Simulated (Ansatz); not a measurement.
# SnSe: relaxing the atoms and single point, part 2 of 2

The task, for SnSe: 2 runs in a chain (relaxing the atoms and single point).

Ansatz 0.2.0; DFT r2SCAN, scalar-relativistic, plane waves, PAW, and further levels as typed in the inputs. Earlier steps stand in the parts before.

## (3) Single point: HSE06, mesh 2×6×6

It takes the final geometry of step 2.

Contents of input.yaml:

```yaml
crystal:
  lattice:
    - [11.501, 0.0, 0.0]
    - [0.0, 4.153, 0.0]
    - [0.0, 0.0, 4.445]
  atoms:
    - { symbol: Sn, position: [0.1180847968, 0.25, 0.1046137687] }
    - { symbol: Sn, position: [0.3819152032, 0.75, 0.6046137687] }
    - { symbol: Sn, position: [0.6180847968, 0.25, 0.3953862313] }
    - { symbol: Sn, position: [0.8819152032, 0.75, 0.8953862313] }
    - { symbol: Se, position: [0.3540054451, 0.25, 0.0137796923] }
    - { symbol: Se, position: [0.1459945549, 0.75, 0.5137796923] }
    - { symbol: Se, position: [0.8540054451, 0.25, 0.4862203077] }
    - { symbol: Se, position: [0.6459945549, 0.75, 0.9862203077] }
scf:
  occupations: { method: gaussian, width: 0.03 }
output:
  eigenstates:
    kpoints:
      - [0.0, 0.0, 0.0]
      - [0.0, 0.0, 0.0125]
      - [0.0, 0.0, 0.025]
      - [0.0, 0.0, 0.0375]
      - [0.0, 0.0, 0.05]
      - [0.0, 0.0, 0.0625]
      - [0.0, 0.0, 0.075]
      - [0.0, 0.0, 0.0875]
      - [0.0, 0.0, 0.1]
      - [0.0, 0.0, 0.1125]
      - [0.0, 0.0, 0.125]
      - [0.0, 0.0, 0.1375]
      - [0.0, 0.0, 0.15]
      - [0.0, 0.0, 0.1625]
      - [0.0, 0.0, 0.175]
      - [0.0, 0.0, 0.1875]
      - [0.0, 0.0, 0.2]
      - [0.0, 0.0, 0.2125]
      - [0.0, 0.0, 0.225]
      - [0.0, 0.0, 0.2375]
      - [0.0, 0.0, 0.25]
      - [0.0, 0.0, 0.2625]
      - [0.0, 0.0, 0.275]
      - [0.0, 0.0, 0.2875]
      - [0.0, 0.0, 0.3]
      - [0.0, 0.0, 0.3125]
      - [0.0, 0.0, 0.325]
      - [0.0, 0.0, 0.3375]
      - [0.0, 0.0, 0.35]
      - [0.0, 0.0, 0.3625]
      - [0.0, 0.0, 0.375]
      - [0.0, 0.0, 0.3875]
      - [0.0, 0.0, 0.4]
      - [0.0, 0.0, 0.4125]
      - [0.0, 0.0, 0.425]
      - [0.0, 0.0, 0.4375]
      - [0.0, 0.0, 0.45]
      - [0.0, 0.0, 0.4625]
      - [0.0, 0.0, 0.475]
      - [0.0, 0.0, 0.4875]
      - [0.0, 0.0, 0.5]
      - [0.0, 0.0125, 0.0]
      - [0.0, 0.025, 0.0]
      - [0.0, 0.0375, 0.0]
      - [0.0, 0.05, 0.0]
      - [0.0, 0.0625, 0.0]
      - [0.0, 0.075, 0.0]
      - [0.0, 0.0875, 0.0]
      - [0.0, 0.1, 0.0]
      - [0.0, 0.1125, 0.0]
      - [0.0, 0.125, 0.0]
      - [0.0, 0.1375, 0.0]
      - [0.0, 0.15, 0.0]
      - [0.0, 0.1625, 0.0]
      - [0.0, 0.175, 0.0]
      - [0.0, 0.1875, 0.0]
      - [0.0, 0.2, 0.0]
      - [0.0, 0.2125, 0.0]
      - [0.0, 0.225, 0.0]
      - [0.0, 0.2375, 0.0]
      - [0.0, 0.25, 0.0]
      - [0.0, 0.2625, 0.0]
      - [0.0, 0.275, 0.0]
      - [0.0, 0.2875, 0.0]
      - [0.0, 0.3, 0.0]
      - [0.0, 0.3125, 0.0]
      - [0.0, 0.325, 0.0]
      - [0.0, 0.3375, 0.0]
      - [0.0, 0.35, 0.0]
      - [0.0, 0.3625, 0.0]
      - [0.0, 0.375, 0.0]
      - [0.0, 0.3875, 0.0]
      - [0.0, 0.4, 0.0]
      - [0.0, 0.4125, 0.0]
      - [0.0, 0.425, 0.0]
      - [0.0, 0.4375, 0.0]
      - [0.0, 0.45, 0.0]
      - [0.0, 0.4625, 0.0]
      - [0.0, 0.475, 0.0]
      - [0.0, 0.4875, 0.0]
      - [0.0, 0.5, 0.0]
      - [0.0, 0.02, 0.28]
      - [0.0, 0.04, 0.28]
      - [0.06, 0.0, 0.28]
      - [0.12, 0.0, 0.28]
      - [0.25, 0.0, 0.28]
      - [0.5, 0.0, 0.28]
      - [0.0, 0.02, 0.3]
      - [0.0, 0.04, 0.3]
      - [0.06, 0.0, 0.3]
      - [0.12, 0.0, 0.3]
      - [0.25, 0.0, 0.3]
      - [0.5, 0.0, 0.3]
      - [0.0, 0.02, 0.32]
      - [0.0, 0.04, 0.32]
      - [0.06, 0.0, 0.32]
      - [0.12, 0.0, 0.32]
      - [0.25, 0.0, 0.32]
      - [0.5, 0.0, 0.32]
      - [0.0, 0.02, 0.34]
      - [0.0, 0.04, 0.34]
      - [0.06, 0.0, 0.34]
      - [0.12, 0.0, 0.34]
      - [0.25, 0.0, 0.34]
      - [0.5, 0.0, 0.34]
      - [0.0, 0.02, 0.36]
      - [0.0, 0.04, 0.36]
      - [0.06, 0.0, 0.36]
      - [0.12, 0.0, 0.36]
      - [0.25, 0.0, 0.36]
      - [0.5, 0.0, 0.36]
      - [0.0, 0.02, 0.38]
      - [0.0, 0.04, 0.38]
      - [0.06, 0.0, 0.38]
      - [0.12, 0.0, 0.38]
      - [0.25, 0.0, 0.38]
      - [0.5, 0.0, 0.38]
      - [0.0, 0.02, 0.4]
      - [0.0, 0.04, 0.4]
      - [0.06, 0.0, 0.4]
      - [0.12, 0.0, 0.4]
      - [0.25, 0.0, 0.4]
      - [0.5, 0.0, 0.4]
      - [0.0, 0.02, 0.42]
      - [0.0, 0.04, 0.42]
      - [0.06, 0.0, 0.42]
      - [0.12, 0.0, 0.42]
      - [0.25, 0.0, 0.42]
      - [0.5, 0.0, 0.42]
      - [0.0, 0.02, 0.44]
      - [0.0, 0.04, 0.44]
      - [0.06, 0.0, 0.44]
      - [0.12, 0.0, 0.44]
      - [0.25, 0.0, 0.44]
      - [0.5, 0.0, 0.44]
      - [0.0, 0.02, 0.46]
      - [0.0, 0.04, 0.46]
      - [0.06, 0.0, 0.46]
      - [0.12, 0.0, 0.46]
      - [0.25, 0.0, 0.46]
      - [0.5, 0.0, 0.46]
      - [0.0, 0.02, 0.48]
      - [0.0, 0.04, 0.48]
      - [0.06, 0.0, 0.48]
      - [0.12, 0.0, 0.48]
      - [0.25, 0.0, 0.48]
      - [0.5, 0.0, 0.48]
      - [0.0, 0.02, 0.5]
      - [0.0, 0.04, 0.5]
      - [0.06, 0.0, 0.5]
      - [0.12, 0.0, 0.5]
      - [0.25, 0.0, 0.5]
      - [0.5, 0.0, 0.5]
      - [0.0, 0.24, 0.02]
      - [0.0, 0.24, 0.04]
      - [0.06, 0.24, 0.0]
      - [0.12, 0.24, 0.0]
      - [0.25, 0.24, 0.0]
      - [0.5, 0.24, 0.0]
      - [0.0, 0.26, 0.02]
      - [0.0, 0.26, 0.04]
      - [0.06, 0.26, 0.0]
      - [0.12, 0.26, 0.0]
      - [0.25, 0.26, 0.0]
      - [0.5, 0.26, 0.0]
      - [0.0, 0.28, 0.02]
      - [0.0, 0.28, 0.04]
      - [0.06, 0.28, 0.0]
      - [0.12, 0.28, 0.0]
      - [0.25, 0.28, 0.0]
      - [0.5, 0.28, 0.0]
      - [0.0, 0.3, 0.02]
      - [0.0, 0.3, 0.04]
      - [0.06, 0.3, 0.0]
      - [0.12, 0.3, 0.0]
      - [0.25, 0.3, 0.0]
      - [0.5, 0.3, 0.0]
      - [0.0, 0.32, 0.02]
      - [0.0, 0.32, 0.04]
      - [0.06, 0.32, 0.0]
      - [0.12, 0.32, 0.0]
      - [0.25, 0.32, 0.0]
      - [0.5, 0.32, 0.0]
      - [0.0, 0.34, 0.02]
      - [0.0, 0.34, 0.04]
      - [0.06, 0.34, 0.0]
      - [0.12, 0.34, 0.0]
      - [0.25, 0.34, 0.0]
      - [0.5, 0.34, 0.0]
      - [0.0, 0.36, 0.02]
      - [0.0, 0.36, 0.04]
      - [0.06, 0.36, 0.0]
      - [0.12, 0.36, 0.0]
      - [0.25, 0.36, 0.0]
      - [0.5, 0.36, 0.0]
      - [0.0, 0.38, 0.02]
      - [0.0, 0.38, 0.04]
      - [0.06, 0.38, 0.0]
      - [0.12, 0.38, 0.0]
      - [0.25, 0.38, 0.0]
      - [0.5, 0.38, 0.0]
      - [0.0, 0.4, 0.02]
      - [0.0, 0.4, 0.04]
      - [0.06, 0.4, 0.0]
      - [0.12, 0.4, 0.0]
      - [0.25, 0.4, 0.0]
      - [0.5, 0.4, 0.0]
      - [0.0, 0.42, 0.02]
      - [0.0, 0.42, 0.04]
      - [0.06, 0.42, 0.0]
      - [0.12, 0.42, 0.0]
      - [0.25, 0.42, 0.0]
      - [0.5, 0.42, 0.0]
      - [0.0, 0.44, 0.02]
      - [0.0, 0.44, 0.04]
      - [0.06, 0.44, 0.0]
      - [0.12, 0.44, 0.0]
      - [0.25, 0.44, 0.0]
      - [0.5, 0.44, 0.0]
      - [0.0, 0.46, 0.02]
      - [0.0, 0.46, 0.04]
      - [0.06, 0.46, 0.0]
      - [0.12, 0.46, 0.0]
      - [0.25, 0.46, 0.0]
      - [0.5, 0.46, 0.0]
hamiltonian:
  xc: hse06
kpoints:
  mp_grid: { grid: [2, 6, 6] }
```

Started as:

```bash
> ansatz run input.yaml --threads 8 --pin off --max-ram 20480MiB --backend cpu --events-out ev --progress --plain --runs-dir out
```

Output:

```text
Warning: RAYON_NUM_THREADS=8 ignored (pool sized by the plan → 8); use --threads N
Engine: ansatz 0.2.0, aarch64-unknown-linux-gnu
Pseudopotentials: kind: paw
Pseudopotential: Sn, paw, valence charge 14, recommended cutoff 420 eV (normal), Sn.paw.azcp
Pseudopotential: Se, paw, valence charge 16, recommended cutoff 420 eV (normal), Se.paw.azcp
Functional definition: HSE06
  parameter a = 0.25
  parameter omega = 0.11/bohr
  exchange = pbe_x - a*pbe_x_sr(omega) + a*exact_x_sr(omega)
  correlation = pbe_c
Crystal: 8 atoms, lattice volume = 212.309 Å³
Basis set: ecut = 420 eV, 4145 PW (Γ)
Bands: 72, of which v1, the nominal top of the filled ones, is band 60 counted from 1 (59 counted from 0)
Symmetry: 8 space group operations
Space group: Pnma (ITA 62), of the structure as read, at distance tolerance 6.0e-5 Å
k-points: 32 of 72
Non-local potential: Sn, projectors of the file, l = 0: 2, l = 1: 2, l = 2: 2, l = 3: 2
Non-local potential: Se, projectors of the file, l = 0: 2, l = 1: 2, l = 2: 3, l = 3: 1
PAW form: soft (Blöchl's): semilocal exchange-correlation on the pseudo side does not see the compensation charge
PAW frozen core: Sn, regenerated for the run's functional, and the local potential with it (the file was generated under x = pbe(κ = 0.804, μ = 0.2195149727645171), c = pbe(β = 0.06672455060314922))
PAW frozen core: Se, regenerated for the run's functional, and the local potential with it (the file was generated under x = pbe(κ = 0.804, μ = 0.2195149727645171), c = pbe(β = 0.06672455060314922))
PAW one-centre angular grid: Sn, 590 points (default); XC on 64 Gauss nodes
PAW one-centre angular grid: Se, 590 points (default); XC on 64 Gauss nodes
Initial density: superposition of atomic densities (neutral atoms: chi_scale 0, normalization atom), corrected by the library's trained network
Initial wavefunctions: pseudopotential atomic-orbital guess
Functional: x = pbe(κ = 0.804, μ = 0.2195149727645171), c = pbe(β = 0.06672455060314922), warm-up for x = pbe(κ = 0.804, μ = 0.2195149727645171) + 0.25 (exact − pbe) at short range (hse, ω = 0.20786987370883472 Å⁻¹), c = pbe(β = 0.06672455060314922); HSE06 as pw.x's `hse` composes it (authors' and Libxc's form: `xc: wpbeh`)
SCF iter   1: F=—  HF=-45976.536780 eV  |F-HF|=—  |Δ(HF+E_count)|=         —  Δρ=1.43e-3  dr2=5.14e-3  ethr=1.77e-3  ⟨swp⟩=7.0  Hψ=8898  notcnv=0
preconditioner: auto → none  [insulator: Δε(μ)=0.605 eV  Ē_g=16.797 eV  σ=0.030 eV  W_gap=1.00  n_scr=56 (ndim 8)  ℏωp=22.8 eV  f_vac=0.001  D(μ)=0.00/eV (n_scr^D=0)]
SCF iter   2: F=—  HF=-45976.538796 eV  |F-HF|=—  |Δ(HF+E_count)|=   2.02e-3  Δρ=6.36e-4  dr2=6.87e-4  ethr=4.28e-6  ⟨swp⟩=4.0  Hψ=7705  notcnv=0
SCF iter   3: F=—  HF=-45976.539031 eV  |F-HF|=—  |Δ(HF+E_count)|=   2.35e-4  Δρ=2.99e-4  dr2=1.64e-4  ethr=5.73e-7  ⟨swp⟩=3.8  Hψ=5450  notcnv=0
SCF iter   4: F=-45976.539150 eV  HF=-45976.539144 eV  |F-HF|=5.91e-6  |Δ(HF+E_count)|=   1.13e-4  Δρ=1.06e-4  dr2=2.50e-5  ethr=1.37e-7  ⟨swp⟩=3.9  Hψ=4987  notcnv=0
SCF 1 stopped early in 4 iterations: F = -45976.539150 eV  dr2 = 2.50e-5
Initial density: handed on by an earlier stage of this run
Initial wavefunctions: those handed on with the density
Functional: x = pbe(κ = 0.804, μ = 0.2195149727645171) + 0.25 (exact − pbe) at short range (hse, ω = 0.20786987370883472 Å⁻¹), c = pbe(β = 0.06672455060314922); HSE06 as pw.x's `hse` composes it (authors' and Libxc's form: `xc: wpbeh`)
Exchange kernel: α = 0.2500, screened, ω = 0.2079 Å⁻¹, Wigner–Seitz truncation, v(0) = 1046.7979 eV·Å³, q-mesh 2×6×6, nearest image of the exchange supercell L = 23.00 Å, pair-density grid 50×20×20, without the augmentation charges, whose exchange is taken in its separable form by FFT convolution over the k-point mesh (sized by the pseudopotential files, 80×30×30 at the most), smooth part of the exact exchange by density-matrix convolution
Frozen-core exchange: fock
SCF iter   1: F=—  HF=-45998.851410 eV  |F-HF|=—  |Δ(HF+E_count)|=         —  Δρ=5.07e-3  dr2=5.20e-2  ethr=2.08e-7  ⟨swp⟩=11.1  Hψ=12620  notcnv=0
preconditioner: auto → none  [insulator: Δε(μ)=1.039 eV  Ē_g=10.068 eV  σ=0.030 eV  W_gap=1.00  n_scr=56 (ndim 8)  ℏωp=16.1 eV  f_vac=0.001  D(μ)=0.00/eV (n_scr^D=0)]
SCF iter   2: F=—  HF=-45998.820449 eV  |F-HF|=—  |Δ(HF+E_count)|=   3.10e-2  Δρ=2.47e-3  dr2=1.24e-2  ethr=2.08e-7  ⟨swp⟩=5.0  Hψ=9312  notcnv=0
SCF iter   3: F=—  HF=-45998.818531 eV  |F-HF|=—  |Δ(HF+E_count)|=   1.92e-3  Δρ=8.39e-4  dr2=4.18e-3  ethr=2.08e-7  ⟨swp⟩=4.9  Hψ=7295  notcnv=0
SCF iter   4: F=—  HF=-45998.845486 eV  |F-HF|=—  |Δ(HF+E_count)|=   2.70e-2  Δρ=8.46e-4  dr2=1.28e-3  ethr=2.08e-7  ⟨swp⟩=4.2  Hψ=8913  notcnv=0
SCF iter   5: F=—  HF=-45998.845078 eV  |F-HF|=—  |Δ(HF+E_count)|=   4.08e-4  Δρ=1.20e-4  dr2=1.02e-4  ethr=2.08e-7  ⟨swp⟩=4.0  Hψ=7144  notcnv=0
SCF iter   6: F=—  HF=-45998.845481 eV  |F-HF|=—  |Δ(HF+E_count)|=   4.03e-4  Δρ=1.37e-4  dr2=4.82e-5  ethr=4.06e-8  ⟨swp⟩=4.2  Hψ=6695  notcnv=0
iter 7 solved again at ethr=5.15e-10 eV; its pass at ethr=3.81e-8 eV (dr2=6.18e-7 eV) is discarded
SCF iter   7: F=-45998.845469 eV  HF=-45998.845469 eV  |F-HF|=1.66e-7  |Δ(HF+E_count)|=   1.20e-5  Δρ=2.22e-5  dr2=3.09e-6  ethr=5.15e-10  ⟨swp⟩=4.2  Hψ=11791  notcnv=0
SCF 2 stopped early in 7 iterations: F = -45998.845469 eV  dr2 = 3.09e-6
hybrid outer 1: dexx = +3.046e-2 eV, tail = 3.19e-4 eV
Exchange kernel: α = 0.2500, screened, ω = 0.2079 Å⁻¹, Wigner–Seitz truncation, v(0) = 1046.7979 eV·Å³, q-mesh 2×6×6, nearest image of the exchange supercell L = 23.00 Å, pair-density grid 50×20×20, without the augmentation charges, whose exchange is taken in its separable form by FFT convolution over the k-point mesh (sized by the pseudopotential files, 80×30×30 at the most), smooth part of the exact exchange by density-matrix convolution
Frozen-core exchange: fock
SCF iter   1: F=—  HF=-45998.845475 eV  |F-HF|=—  |Δ(HF+E_count)|=         —  Δρ=4.64e-5  dr2=4.71e-6  ethr=1.33e-6  ⟨swp⟩=5.1  Hψ=4985  notcnv=0
preconditioner: auto → none  [insulator: Δε(μ)=1.050 eV  Ē_g=10.056 eV  σ=0.030 eV  W_gap=1.00  n_scr=56 (ndim 8)  ℏωp=16.1 eV  f_vac=0.001  D(μ)=0.00/eV (n_scr^D=0)]
SCF iter   2: F=—  HF=-45998.845481 eV  |F-HF|=—  |Δ(HF+E_count)|=   5.83e-6  Δρ=2.55e-5  dr2=1.30e-6  ethr=3.52e-9  ⟨swp⟩=4.2  Hψ=7859  notcnv=0
SCF iter   3: F=—  HF=-45998.845481 eV  |F-HF|=—  |Δ(HF+E_count)|=   2.00e-7  Δρ=1.25e-5  dr2=5.90e-7  ethr=6.78e-10  ⟨swp⟩=3.0  Hψ=4642  notcnv=0
SCF iter   4: F=—  HF=-45998.845483 eV  |F-HF|=—  |Δ(HF+E_count)|=   2.78e-6  Δρ=8.41e-6  dr2=2.45e-7  ethr=8.91e-11  ⟨swp⟩=4.7  Hψ=8928  notcnv=0  defer=5
iter 5 solved again at ethr=2.98e-12 eV; its pass at ethr=8.91e-11 eV (dr2=3.57e-9 eV) is discarded
SCF iter   5: F=-45998.845483 eV  HF=-45998.845483 eV  |F-HF|=5.07e-9  |Δ(HF+E_count)|=   7.62e-8  Δρ=1.64e-6  dr2=9.83e-9  ethr=2.98e-12  ⟨swp⟩=3.8  Hψ=10179  notcnv=0
SCF 3 converged in 5 iterations: F = -45998.845483 eV  dr2 = 9.83e-9
hybrid outer 2: dexx = +2.877e-6 eV, tail = 1.27e-7 eV, Δε = 3.12e-3 eV (about 1.25e-4 eV left of the loop's levels)
NSCF: frozen V_eff on 225 k-points
hybrid SCF converged: 2 outer / 12 inner (+4 warm-up), last move |dexx| = 2.88e-6 eV, tail = 1.27e-7 eV
Stability not checked: this state was not tested for a lower state beside it, because the functional holds exact exchange (a hybrid, or Hartree-Fock), whose exchange loop this test does not read (fock_operator; see scf.lower_state_search)
Free energy (F): -45998.845483 eV
Frozen-core exchange: fock
Harris-Foulkes:  -45998.845483 eV  (|F-HF|=5.07e-9)
Internal energy: -45998.845483 eV  (E = F + TS)
E sigma→0 (E₀):  -45998.845483 eV
Fermi energy:    9.315734 eV
--- Per-component energies (eV) ---
  E_band       = -2172.708097
  E_kinetic    = 1212.207515
  E_local      = -13249.066416  (includes V_loc(G=0)·N_el)
  E_nonlocal   = -2520.218336
  E_hartree    = 6998.051012
  E_xc         = -1539.363020
  E_vxc        = -624.464363  (∫ρ·V_xc dr)
  E_exx        = -417.845488  (= α·E_x^exact, valence–valence)
  E_paw        = -24190.317164  (= ΣΔE_a)
  E_vpaw       = -151.576929  (= ΣTr[D̂ρ^β])
  E_aug_tail   = -0.002380  (compensation charges beyond the density's cutoff)
  E_ewald      = -12289.042779
  E_core_change = -3.248427  (= ΣΔE_core)
  E_smearing   = -0.000000  (= −TS)
  E_closure    = 0.000000  (closes the sum)
  Σ components = -45998.845483   (vs F -45998.845483, Δ=1.46e-11)
--- Band table (eV; the first three rows and the last of 32) ---
  k-point 0: bands = ["-42.5140", "-42.5139", "-42.5139", "-42.5139", "-42.5114", "-42.5114", "-42.5113", "-42.5113", "-42.4865", "-42.4865", "-42.4865", "-42.4864", "-42.4846", "-42.4845", "-42.4845", "-42.4844", "-42.4755", "-42.4754", "-42.4753", "-42.4752", "-14.7216", "-14.7033", "-14.7019", "-14.6994", "-14.6953", "-14.6930", "-14.6929", "-14.6887", "-14.6805", "-14.6728", "-14.6707", "-14.6638", "-14.6616", "-14.6595", "-14.6313", "-14.6245", "-14.6224", "-14.6168", "-14.6163", "-14.6070", "-6.5068", "-6.1396", "-5.3059", "-4.7689", "0.8709", "2.1084", "2.6877", "3.4994", "3.5349", "4.9824", "5.0128", "5.0640", "5.4789", "5.4939", "6.2100", "6.6779", "6.9153", "7.5063", "7.9901", "8.2771", "9.9103", "12.2353", "12.2389", "12.2723", "12.6241", "12.9483", "13.4691", "14.1521", "14.2855", "14.3141", "15.0914", "15.7526"]
  k-point 1: bands = ["-42.5140", "-42.5139", "-42.5139", "-42.5139", "-42.5114", "-42.5114", "-42.5113", "-42.5113", "-42.4865", "-42.4865", "-42.4864", "-42.4864", "-42.4846", "-42.4845", "-42.4845", "-42.4844", "-42.4755", "-42.4754", "-42.4753", "-42.4753", "-14.7198", "-14.7026", "-14.7025", "-14.7009", "-14.6974", "-14.6937", "-14.6929", "-14.6900", "-14.6776", "-14.6721", "-14.6675", "-14.6643", "-14.6618", "-14.6578", "-14.6315", "-14.6239", "-14.6237", "-14.6175", "-14.6157", "-14.6076", "-6.3760", "-6.0191", "-5.2901", "-4.8025", "0.4295", "1.8115", "2.0898", "2.9296", "3.4095", "5.1481", "5.1764", "5.6685", "5.7667", "6.2291", "6.3235", "6.9677", "7.0236", "7.6506", "8.0807", "8.2646", "10.0641", "11.2966", "12.1650", "12.2301", "12.3470", "12.6164", "13.3942", "13.5996", "13.7566", "14.2558", "14.8559", "14.9891"]
  k-point 2: bands = ["-42.5140", "-42.5139", "-42.5139", "-42.5139", "-42.5114", "-42.5114", "-42.5113", "-42.5113", "-42.4865", "-42.4865", "-42.4864", "-42.4863", "-42.4846", "-42.4845", "-42.4845", "-42.4844", "-42.4754", "-42.4754", "-42.4753", "-42.4753", "-14.7150", "-14.7051", "-14.7036", "-14.7016", "-14.7002", "-14.6951", "-14.6941", "-14.6929", "-14.6709", "-14.6702", "-14.6657", "-14.6624", "-14.6608", "-14.6552", "-14.6314", "-14.6266", "-14.6224", "-14.6190", "-14.6139", "-14.6093", "-6.0263", "-5.6946", "-5.3365", "-4.9555", "-0.1274", "0.8046", "1.3844", "2.1047", "3.8236", "5.4016", "5.6976", "6.1300", "6.5011", "6.6392", "6.7178", "6.9731", "7.3713", "8.1568", "8.3409", "8.7904", "10.1895", "10.7586", "10.8150", "11.1259", "11.7193", "11.9836", "12.3634", "12.6895", "13.3790", "13.6196", "14.6519", "15.3082"]
  k-point 31: bands = ["-42.5139", "-42.5139", "-42.5139", "-42.5139", "-42.5112", "-42.5112", "-42.5112", "-42.5112", "-42.4864", "-42.4864", "-42.4864", "-42.4864", "-42.4845", "-42.4845", "-42.4845", "-42.4845", "-42.4753", "-42.4753", "-42.4753", "-42.4753", "-14.7223", "-14.7223", "-14.7223", "-14.7223", "-14.6839", "-14.6839", "-14.6839", "-14.6839", "-14.6693", "-14.6693", "-14.6693", "-14.6693", "-14.6407", "-14.6407", "-14.6407", "-14.6407", "-14.6132", "-14.6132", "-14.6132", "-14.6132", "-4.9923", "-4.9923", "-4.9923", "-4.9923", "1.3419", "1.3419", "1.3419", "1.3419", "3.6749", "3.6749", "3.6749", "3.6749", "4.5751", "4.5751", "4.5751", "4.5751", "7.0407", "7.0407", "7.0407", "7.0407", "11.7815", "11.7815", "11.7815", "11.7815", "14.3333", "14.3333", "14.3333", "14.3333", "16.3356", "16.3356", "16.3356", "16.3356"]
```

Run time: 2 h. Hardware: 8 threads of Arm Neoverse N1, shared host; peak memory 9.5 GiB.

## (4) Results

This closing draws on all 2 parts.

| step | level | k mesh | volume (Å³/atom) | pressure (GPa) | energy (eV) | gap on the mesh (eV) | time |
| --- | --- | --- | --- | --- | --- | --- | --- |
| 2 | r2SCAN | 3×8×8 | 26.54 | 1.7 | -46070.631 | n/a | 2 min |
| 3 | HSE06 | 2×6×6 | 26.54 | n/a | -45998.845 | 1.05 | 2 h |

Totals of different systems or levels have different zeros; only balanced differences at one level mean anything.

What this shows: Measured gap of SnSe: 0.89 eV (indirect; 300 K; “Linear dichroism of the optical properties of SnS and SnSe van der Waals crystals”, 2024, arxiv:2409.17412). This calculation gives 1.05 eV (+0.16 eV). 3 values of this kind are on record (0.89 to 1.07 eV); this one was drawn at random among those near their median. It is a Kohn-Sham gap, without temperature or zero-point motion.
